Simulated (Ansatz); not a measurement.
Free-standing chains of the atoms of CdSe, named by their start (strip: triangular double chain, ladder: square double chain); atoms and period are relaxed, and energies count from relaxed bulk CdSe (F-43m, not its usual structure, 29.75 Å³/atom, gap on the mesh 0.49 eV).

All numbers below come from Ansatz, DFT PBE, scalar-relativistic, plane waves, PAW.

Plane waves to 420 eV, a k mesh through Γ of 1×1×14 on the computed 2-atom cell and Gaussian smearing (0.05 eV); collinear spin from starting moments 0.5 0.5 μB.

Start (dimerised chain):

```yaml
crystal:
  lattice:
    - [9.00000, 0.00000, 0.00000]
    - [0.00000, 9.30000, 0.00000]
    - [0.00000, 0.00000, 4.82995]
  atoms:
    - { symbol: Cd, position: [0.50000, 0.50000, 0.00000] }
    - { symbol: Se, position: [0.50000, 0.50000, 0.46500] }
```

Question: What does the relaxation give?

Answer: The free energy falls by 130 meV/atom.

* excess energy (eV per host atom): 0.942
* period (Å): 4.804
* gap on the mesh (eV): 0.35
* size of the moment (μB per cell): 0.00

Relaxed structure:
```yaml
crystal:
  lattice:
    - [9.00000, 0.00000, 0.00000]
    - [0.00000, 9.30000, 0.00000]
    - [0.00000, 0.00000, 4.80381]
  atoms:
    - { symbol: Cd, position: [0.50000, 0.50000, 0.98251] }
    - { symbol: Se, position: [0.50000, 0.50000, 0.48249] }
```

Each run keeps its start's symmetry and one magnetic start, so lower states can exist.

Time: 60 s on 2 threads of Arm Neoverse V1 (shared host), peak memory 0.63 GiB.